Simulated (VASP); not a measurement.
# RbCl (Fm-3m) in VASP: notebook

The runs below take RbCl through relaxation of cell and atoms, relaxation of the atoms, with PBE.

All numbers are computed with VASP 6.6.1; they aren't measurements. Logs are shortened: lines on timing, memory, paths and dates and some standing lists are left out, and cuts for length are marked.

## 1. The structure

It takes space group Fm-3m (No. 225, cubic). Conventional cell: a = 6.700 Å, b = 6.700 Å, c = 6.700 Å, α = 90.00°, β = 90.00°, γ = 90.00°. Rb (site symmetry m-3m) has 6 Cl at 3.35 Å as nearest neighbours. Cl (site symmetry m-3m) is surrounded by 6 Rb at 3.35 Å.

## 2. Relaxation of cell and atoms, PBE

INCAR

```
SYSTEM = RbCl
  PREC = Accurate
  ENCUT = 600
  EDIFF = 1E-7
  ISMEAR = 0
  SIGMA = 0.03
  LREAL = .FALSE.
  LASPH = .TRUE.
  NELM = 80
  ALGO = Normal
  ISIF = 3
  LWAVE = .FALSE.
  LCHARG = .FALSE.
  GGA = PE
  IBRION = 2
  NSW = 90
  EDIFFG = -0.005
```

KPOINTS

```
regular mesh
0
G
  8 8 8
  0 0 0
```

POSCAR

```
RbCl                                    
1.0
    0.0000000000      3.3502273621      3.3502273621
    3.3502273621      0.0000000000      3.3502273621
    3.3502273621      3.3502273621      0.0000000000
  Rb              Cl            
     1     1
Direct
     0.0000000000000000    0.0000000000000000    0.0000000000000000
     0.5000000000000000    0.5000000000000000    0.5000000000000000
```

Potentials or basis: VASP PAW PBE potentials, release 64 (Rb_sv, Cl).

On the command line:

```bash
> cat potpaw_PBE.64/Rb_sv/POTCAR potpaw_PBE.64/Cl/POTCAR > POTCAR
> mpirun -np 1 vasp_std > vasp.out
```

OUTCAR:

```text
SYSTEM = RbCl
   PREC = Accurate
   ENCUT = 600
   EDIFF = 1E-7
   ISMEAR = 0
   LREAL = .FALSE.
   LASPH = .TRUE.
   NELM = 80
   ISIF = 3
   GGA = PE
   IBRION = 2
   NSW = 90
   EDIFFG = -0.005

 ion  position               nearest neighbor table
   1  0.000  0.000  0.000-   2 3.35   2 3.35   2 3.35   2 3.35   2 3.35   2 3.35
   2  0.500  0.500  0.500-   1 3.35   1 3.35   1 3.35   1 3.35   1 3.35   1 3.35

  LATTYP: Found a face centered cubic cell.
 ALAT       =     6.7004547242

  Lattice vectors:

 A1 = (   0.0000000000,   3.3502273621,   3.3502273621)
 A2 = (   3.3502273621,   0.0000000000,   3.3502273621)
 A3 = (   3.3502273621,   3.3502273621,   0.0000000000)

Analysis of symmetry for initial positions (statically):
=====================================================================
 Subroutine PRICEL returns:
 Original cell was already a primitive cell.

 Routine SETGRP: Setting up the symmetry group for a
 face centered cubic supercell.

 Subroutine GETGRP returns: Found 48 space group operations
 (whereof 48 operations were pure point group operations)
 out of a pool of 48 trial point group operations.

The static configuration has the point symmetry O_h .

Analysis of symmetry for dynamics (positions and initial velocities):
=====================================================================
 Subroutine PRICEL returns:
 Original cell was already a primitive cell.

 Routine SETGRP: Setting up the symmetry group for a
 face centered cubic supercell.

 Subroutine GETGRP returns: Found 48 space group operations
 (whereof 48 operations were pure point group operations)
 out of a pool of 48 trial point group operations.

The dynamic configuration has the point symmetry O_h .

 Subroutine INISYM returns: Found 48 space group operations
 (whereof 48 operations are pure point group operations),
 and found     1 'primitive' translations

----------------------------------------------------------------------------------------

                                     Primitive cell

  volume of cell :      75.2061

  direct lattice vectors                    reciprocal lattice vectors
     0.000000000  3.350227362  3.350227362    -0.149243602  0.149243602  0.149243602
     3.350227362  0.000000000  3.350227362     0.149243602 -0.149243602  0.149243602
     3.350227362  3.350227362  0.000000000     0.149243602  0.149243602 -0.149243602

  length of vectors
     4.737936973  4.737936973  4.737936973     0.258497502  0.258497502  0.258497502

[... 93 lines left out ...]
   EMIN   =  10.00;   EMAX   =-10.00  energy-range for DOS
   EFERMI =   0.00;   METHOD = LEGACY
   ISMEAR =     0;   SIGMA  =   0.03  broadening in eV -4-tet -1-fermi 0-gaus
   EFERMI_NEDOS =   21; number of points for ismear=-14 and -15
   IALGO  =     38    algorithm
   IMIX   =      4    mixing-type and parameters
     AMIX     =   0.40;   BMIX     =  1.00
     AMIX_MAG =   1.60;   BMIX_MAG =  1.00
  volume/ion in A,a.u.               =      37.60       253.76
  Fermi-wavevector in a.u.,A,eV,Ry     =   0.977306  1.846840 12.995291  0.955127
  Thomas-Fermi vector in A             =   2.107993
   LORBIT       =      0    0 simple, 1 ext, 2 COOP (PROOUT), +10 PAW based schemes
   GGA     = PE    functional components
   LHFCALC =     F    Hartree Fock is set to
   AEXX    =    0.0000 exact exchange contribution
   IVDW    =     0    specifies the selected vdW correction
   LEPSILON=     F    determine dielectric tensor
   LRPA    =     F    only Hartree local field effects (RPA)
 conjugate gradient relaxation of ions
 non-spin polarized calculation
 Gauss-broadening in eV      SIGMA  =   0.03
  energy-cutoff  :      600.00
  volume of cell :       75.21
 maximum number of plane-waves:      2565
 NGX is ok and might be reduce to    40
   NGX = 19   NGY = 19   NGZ = 19

 number of electron      16.0000000 magnetization

 Free energy of the ion-electron system (eV)
  ---------------------------------------------------
  ext. energy  EPLUGINS =         0.00000000
  ---------------------------------------------------
  free energy    TOTEN  =        -6.67609692 eV

  energy without entropy =       -6.67609692  energy(sigma->0) =       -6.67609692

 E-fermi :  -1.9256     XC(G=0):  -7.1377

 val. band max:       -2.0712226291   @ k =   0.0000   0.0000   0.0000
 cond. band min:       2.7590517804   @ k =   0.0000   0.0000   0.0000
 fundamental gap:      4.8302744095
 Fermi energy:        -1.9256492529

 k-point     1 :       0.0000    0.0000    0.0000
  band No.  band energies     occupation
      1     -26.1248      2.00000
      2     -14.0227      2.00000
      3     -10.1736      2.00000
      4     -10.1736      2.00000
      5     -10.1736      2.00000
      6      -2.0712      2.00000
      7      -2.0712      2.00000
      8      -2.0712      2.00000
      9       2.7591      0.00000
     10       5.8816      0.00000
     11       5.8816      0.00000
     12       5.8816      0.00000
[... 331 lines left out ...]
 k-point    24 :      -0.3750    0.2500    0.1250
  band No.  band energies     occupation
      1     -26.1111      2.00000
      2     -14.0381      2.00000
      3     -10.2533      2.00000
      4     -10.2444      2.00000
      5     -10.1706      2.00000
      6      -2.6651      2.00000
      7      -2.3373      2.00000
      8      -2.3351      2.00000
      9       5.5241      0.00000
     10       5.6373      0.00000
     11       7.4284      0.00000
     12       7.5956      0.00000

 [... further k-points ...]

------------------------ aborting loop because EDIFF is reached ----------------------------------------

  FORCE on cell =-STRESS in cart. coord.  units (eV):
  Direction    XX          YY          ZZ          XY          YZ          ZX
  --------------------------------------------------------------------------------------
  -------------------------------------------------------------------------------------
  Total        0.0084813      0.0084813      0.0084813      0.0000000     -0.0000000      0.0000000
  in kB        0.1806843      0.1806843      0.1806843      0.0000000     -0.0000000      0.0000000
  external PRESSURE =       0.1806843 kB  Pullay stress =       0.0000000 kB

 VOLUME and BASIS-vectors are now :
 -----------------------------------------------------------------------------
  energy-cutoff  :      600.00
  volume of cell :       75.21
      direct lattice vectors                 reciprocal lattice vectors
     0.000000000  3.350227362  3.350227362    -0.149243602  0.149243602  0.149243602
     3.350227362  0.000000000  3.350227362     0.149243602 -0.149243602  0.149243602
     3.350227362  3.350227362  0.000000000     0.149243602  0.149243602 -0.149243602

 POSITION                                       TOTAL-FORCE (eV/Angst)
 -----------------------------------------------------------------------------------
      0.00000      0.00000      0.00000        -0.000000      0.000000     -0.000000
      3.35023      3.35023      3.35023         0.000000     -0.000000      0.000000
 -----------------------------------------------------------------------------------
    total drift:                                0.000000     -0.000000      0.000000

  FREE ENERGIE OF THE ION-ELECTRON SYSTEM (eV)
  ---------------------------------------------------
  free  energy   TOTEN  =        -6.6760969178 eV

  energy  without entropy=       -6.6760969178  energy(sigma->0) =       -6.67609692

 reached required accuracy - stopping structural energy minimisation
```

CONTCAR:

```text
RbCl
   1.00000000000000
     0.0000000000000000    3.3502273621000001    3.3502273621000001
     3.3502273621000001    0.0000000000000000    3.3502273621000001
     3.3502273621000001    3.3502273621000001    0.0000000000000000
  Rb              Cl
     1     1
Direct
     0.0000000000000000    0.0000000000000000    0.0000000000000000
     0.5000000000000000    0.5000000000000000    0.5000000000000000

  0.00000000E+00  0.00000000E+00  0.00000000E+00
  0.00000000E+00  0.00000000E+00  0.00000000E+00
```

It took 14 s on 1 thread of Intel Xeon 6975P-C (Granite Rapids), shared host; peak memory 0.24 GiB.

What came out:

```yaml
Free_energy: -6.6761 eV
Pressure_after_relaxing: 0.0 GPa
Band_gap_on_the_k_mesh: 4.83 eV, direct
```

Final structure:
```
Rb Cl
1.0
     0.00000    3.35023    3.35023
     3.35023    0.00000    3.35023
     3.35023    3.35023    0.00000
Rb Cl
1 1
Direct
  0.00000 0.00000 0.00000
  0.50000 0.50000 0.50000
```

Caveat: the relaxation stopped at its first step, so nothing moved.

## 3. Relaxation of the atoms, PBE (a relaxed cell with its volume scaled by 0.94)

INCAR: that of step 2 with these lines changed.

```diff
@@ -10,3 +10,3 @@
   ALGO = Normal
-  ISIF = 3
+  ISIF = 2
   LWAVE = .FALSE.
@@ -15,3 +15,3 @@
   IBRION = 2
-  NSW = 90
-  EDIFFG = -0.005
+  NSW = 40
+  EDIFFG = -0.01
```

KPOINTS is that of step 2.

POSCAR

```
RbCl                                    
1.0
    0.0000000000      3.2818361850      3.2818361850
    3.2818361850      0.0000000000      3.2818361850
    3.2818361850      3.2818361850      0.0000000000
  Rb              Cl            
     1     1
Direct
     0.0000000000000000    0.0000000000000000    0.0000000000000000
     0.5000000000000000    0.5000000000000000    0.5000000000000000
```

Potentials or basis: VASP PAW PBE potentials, release 64 (Rb_sv, Cl).

On the command line:

```bash
> cat potpaw_PBE.64/Rb_sv/POTCAR potpaw_PBE.64/Cl/POTCAR > POTCAR
> mpirun -np 1 vasp_std > vasp.out
```

OUTCAR:

```text
SYSTEM = RbCl
   PREC = Accurate
   ENCUT = 600
   EDIFF = 1E-7
   ISMEAR = 0
   LREAL = .FALSE.
   LASPH = .TRUE.
   NELM = 80
   ISIF = 2
   GGA = PE
   IBRION = 2
   NSW = 40
   EDIFFG = -0.01

 ion  position               nearest neighbor table
   1  0.000  0.000  0.000-   2 3.28   2 3.28   2 3.28   2 3.28   2 3.28   2 3.28
   2  0.500  0.500  0.500-   1 3.28   1 3.28   1 3.28   1 3.28   1 3.28   1 3.28
[... 555 lines left out ...]

------------------------ aborting loop because EDIFF is reached ----------------------------------------

  FORCE on cell =-STRESS in cart. coord.  units (eV):
  Direction    XX          YY          ZZ          XY          YZ          ZX
  --------------------------------------------------------------------------------------
  -------------------------------------------------------------------------------------
  Total        0.4616606      0.4616606      0.4616606     -0.0000000      0.0000000     -0.0000000
  in kB       10.4629155     10.4629155     10.4629155     -0.0000000      0.0000000     -0.0000000
  external PRESSURE =      10.4629155 kB  Pullay stress =       0.0000000 kB

 VOLUME and BASIS-vectors are now :
 -----------------------------------------------------------------------------
  energy-cutoff  :      600.00
  volume of cell :       70.69
      direct lattice vectors                 reciprocal lattice vectors
     0.000000000  3.281836185  3.281836185    -0.152353735  0.152353735  0.152353735
     3.281836185  0.000000000  3.281836185     0.152353735 -0.152353735  0.152353735
     3.281836185  3.281836185  0.000000000     0.152353735  0.152353735 -0.152353735

 POSITION                                       TOTAL-FORCE (eV/Angst)
 -----------------------------------------------------------------------------------
      0.00000      0.00000      0.00000         0.000000      0.000000     -0.000000
      3.28184      3.28184      3.28184         0.000000      0.000000      0.000000
 -----------------------------------------------------------------------------------
    total drift:                                0.000000     -0.000000      0.000000

  FREE ENERGIE OF THE ION-ELECTRON SYSTEM (eV)
  ---------------------------------------------------
  free  energy   TOTEN  =        -6.6618760150 eV

  energy  without entropy=       -6.6618760150  energy(sigma->0) =       -6.66187601

 reached required accuracy - stopping structural energy minimisation
```

Run time: 15 s. Hardware: 1 thread of Intel Xeon 6975P-C (Granite Rapids), shared host; peak memory 0.24 GiB.

What came out:

```
Free energy             : -6.6619 eV
Pressure after relaxing : 1.0 GPa
Band gap on the k mesh  : 5.02 eV, direct
```

Final structure:
```
Rb Cl
1.0
     0.00000    3.28184    3.28184
     3.28184    0.00000    3.28184
     3.28184    3.28184    0.00000
Rb Cl
1 1
Direct
  0.00000 0.00000 0.00000
  0.50000 0.50000 0.50000
```

Caveat: the relaxation stopped at its first step, so nothing moved. A k mesh can miss the band edges.

## 4. Relaxation of the atoms, PBE (a relaxed cell with its volume scaled by 0.96)

INCAR is that of step 3.

KPOINTS is that of step 3.

POSCAR

```
RbCl                                    
1.0
    0.0000000000      3.3049484689      3.3049484689
    3.3049484689      0.0000000000      3.3049484689
    3.3049484689      3.3049484689      0.0000000000
  Rb              Cl            
     1     1
Direct
     0.0000000000000000    0.0000000000000000    0.0000000000000000
     0.5000000000000000    0.5000000000000000    0.5000000000000000
```

On the command line:

```bash
> cat potpaw_PBE.64/Rb_sv/POTCAR potpaw_PBE.64/Cl/POTCAR > POTCAR
> mpirun -np 1 vasp_std > vasp.out
```

It took 15 s on 1 thread of Intel Xeon 6975P-C (Granite Rapids), shared host; peak memory 0.24 GiB.

The run converged. Its results:

| Quantity | Value |
| --- | --- |
| Free energy | -6.6699 eV |
| Pressure after relaxing | 0.7 GPa |
| Band gap on the k mesh | 4.96 eV, direct |

Final structure:
```xyz
2
Lattice="0.0000 3.3049 3.3049 3.3049 0.0000 3.3049 3.3049 3.3049 0.0000" Properties=species:S:1:pos:R:3 pbc="T T T"
Rb    0.0000    0.0000    0.0000
Cl    3.3049    3.3049    3.3049
```

Levels at points of the mesh, in eV from the valence-band top:
```
           k point  band 4  band 5  band 6  band 7  band 8  band 9  band 10  band 11  band 12
(0.00, 0.00, 0.00)   -8.00   -8.00    0.00    0.00    0.00    4.96     7.99     7.99     7.99
(0.50, 0.00, 0.00)   -8.01   -7.98   -0.84   -0.33   -0.33    7.71     7.93    10.10    10.10
(0.50, 0.50, 0.00)   -8.10   -8.10   -0.32   -0.10   -0.10    6.22     8.01     9.64    10.04
```

Caveat: the relaxation stopped at its first step, so nothing moved.

## 5. Relaxation of the atoms, PBE (a relaxed cell with its volume scaled by 0.98)

INCAR is that of step 4.

KPOINTS is that of step 4.

POSCAR

```
RbCl                                    
1.0
    0.0000000000      3.3277419372      3.3277419372
    3.3277419372      0.0000000000      3.3277419372
    3.3277419372      3.3277419372      0.0000000000
  Rb              Cl            
     1     1
Direct
     0.0000000000000000    0.0000000000000000    0.0000000000000000
     0.5000000000000000    0.5000000000000000    0.5000000000000000
```

Potentials or basis: VASP PAW PBE potentials, release 64 (Rb_sv, Cl).

On the command line:

```bash
> cat potpaw_PBE.64/Rb_sv/POTCAR potpaw_PBE.64/Cl/POTCAR > POTCAR
> mpirun -np 1 vasp_std > vasp.out
```

OUTCAR:

```text
SYSTEM = RbCl
   PREC = Accurate
   ENCUT = 600
   EDIFF = 1E-7
   ISMEAR = 0
   LREAL = .FALSE.
   LASPH = .TRUE.
   NELM = 80
   ISIF = 2
   GGA = PE
   IBRION = 2
   NSW = 40
   EDIFFG = -0.01

 ion  position               nearest neighbor table
   1  0.000  0.000  0.000-   2 3.33   2 3.33   2 3.33   2 3.33   2 3.33   2 3.33
   2  0.500  0.500  0.500-   1 3.33   1 3.33   1 3.33   1 3.33   1 3.33   1 3.33
[... 555 lines left out ...]

------------------------ aborting loop because EDIFF is reached ----------------------------------------

  FORCE on cell =-STRESS in cart. coord.  units (eV):
  Direction    XX          YY          ZZ          XY          YZ          ZX
  --------------------------------------------------------------------------------------
  -------------------------------------------------------------------------------------
  Total        0.1472737      0.1472737      0.1472737      0.0000000     -0.0000000      0.0000000
  in kB        3.2015237      3.2015237      3.2015237      0.0000000     -0.0000000      0.0000000
  external PRESSURE =       3.2015237 kB  Pullay stress =       0.0000000 kB

 VOLUME and BASIS-vectors are now :
 -----------------------------------------------------------------------------
  energy-cutoff  :      600.00
  volume of cell :       73.70
      direct lattice vectors                 reciprocal lattice vectors
     0.000000000  3.327741937  3.327741937    -0.150252036  0.150252036  0.150252036
     3.327741937  0.000000000  3.327741937     0.150252036 -0.150252036  0.150252036
     3.327741937  3.327741937  0.000000000     0.150252036  0.150252036 -0.150252036

 POSITION                                       TOTAL-FORCE (eV/Angst)
 -----------------------------------------------------------------------------------
      0.00000      0.00000      0.00000        -0.000000     -0.000000      0.000000
      3.32774      3.32774      3.32774         0.000000      0.000000     -0.000000
 -----------------------------------------------------------------------------------
    total drift:                                0.000000     -0.000000      0.000000

  FREE ENERGIE OF THE ION-ELECTRON SYSTEM (eV)
  ---------------------------------------------------
  free  energy   TOTEN  =        -6.6745089508 eV

  energy  without entropy=       -6.6745089508  energy(sigma->0) =       -6.67450895

 reached required accuracy - stopping structural energy minimisation
```

OSZICAR:

```text
N       E                     dE             d eps       ncg     rms          rms(c)
DAV:   1     0.100812359122E+03    0.10081E+03   -0.75275E+03   696   0.129E+03
DAV:   2     0.229409235437E-01   -0.10079E+03   -0.92250E+02  1032   0.206E+02
DAV:   3    -0.687927734417E+01   -0.69022E+01   -0.68559E+01   860   0.604E+01
DAV:   4    -0.704651772961E+01   -0.16724E+00   -0.16712E+00  1088   0.926E+00
DAV:   5    -0.704809017807E+01   -0.15724E-02   -0.15724E-02   884   0.937E-01    0.304E+00
DAV:   6    -0.668146635544E+01    0.36662E+00   -0.66847E-01   816   0.431E+00    0.238E+00
DAV:   7    -0.665770681562E+01    0.23760E-01   -0.16663E-01   852   0.227E+00    0.139E+00
DAV:   8    -0.667207032566E+01   -0.14364E-01   -0.20881E-02   896   0.105E+00    0.173E-01
DAV:   9    -0.667404125587E+01   -0.19709E-02   -0.37739E-03   900   0.365E-01    0.111E-01
DAV:  10    -0.667447467656E+01   -0.43342E-03   -0.44682E-04   800   0.174E-01    0.121E-02
DAV:  11    -0.667450209465E+01   -0.27418E-04   -0.43150E-05   888   0.495E-02    0.779E-03
DAV:  12    -0.667450896369E+01   -0.68690E-05   -0.17413E-05   804   0.300E-02    0.381E-03
DAV:  13    -0.667450886335E+01    0.10035E-06   -0.37872E-07   924   0.492E-03    0.938E-04
DAV:  14    -0.667450897260E+01   -0.10926E-06   -0.15728E-07   800   0.319E-03    0.399E-04
DAV:  15    -0.667450895083E+01    0.21769E-07   -0.53153E-09   612   0.674E-04
   1 F= -.66745090E+01 E0= -.66745090E+01  d E =-.667451E+01
```

Run time: 16 s. Hardware: 1 thread of Intel Xeon 6975P-C (Granite Rapids), shared host; peak memory 0.24 GiB.

Results:

```
Free energy             : -6.6745 eV
Pressure after relaxing : 0.3 GPa
Band gap on the k mesh  : 4.89 eV, direct
```

Final structure:
```cif
data_structure
_symmetry_space_group_name_H-M 'P 1'
_symmetry_Int_Tables_number 1
_cell_length_a 4.7061
_cell_length_b 4.7061
_cell_length_c 4.7061
_cell_angle_alpha 60.000
_cell_angle_beta 60.000
_cell_angle_gamma 60.000
_cell_volume 73.70
loop_
_atom_site_label
_atom_site_type_symbol
_atom_site_fract_x
_atom_site_fract_y
_atom_site_fract_z
_atom_site_occupancy
Rb1 Rb 0.00000 0.00000 0.00000 1
Cl1 Cl 0.50000 0.50000 0.50000 1
```

Caveat: the relaxation stopped at its first step, so nothing moved. A k mesh can miss the band edges.

## 6. The runs side by side

```csv
task,cell,gap on the mesh (eV),pressure (GPa)
relaxation of cell and atoms,relaxed,4.83,0.0
relaxation of the atoms,atoms relaxed from: a relaxed cell with its volume scaled by 0.94,5.02,1.0
relaxation of the atoms,atoms relaxed from: a relaxed cell with its volume scaled by 0.96,4.96,0.7
relaxation of the atoms,atoms relaxed from: a relaxed cell with its volume scaled by 0.98,4.89,0.3
```

Alike in all rows: level PBE; potentials or basis VASP PAW PBE potentials, release 64 (Rb_sv, Cl); no spin polarisation; k mesh 8 × 8 × 8; cutoff (eV) 600; smearing gaussian 0.03 eV.

Caveats: the relaxation stopped at its first step, so nothing moved.

Total energies depend on the potentials used, so only differences within one code and one set of settings carry meaning.
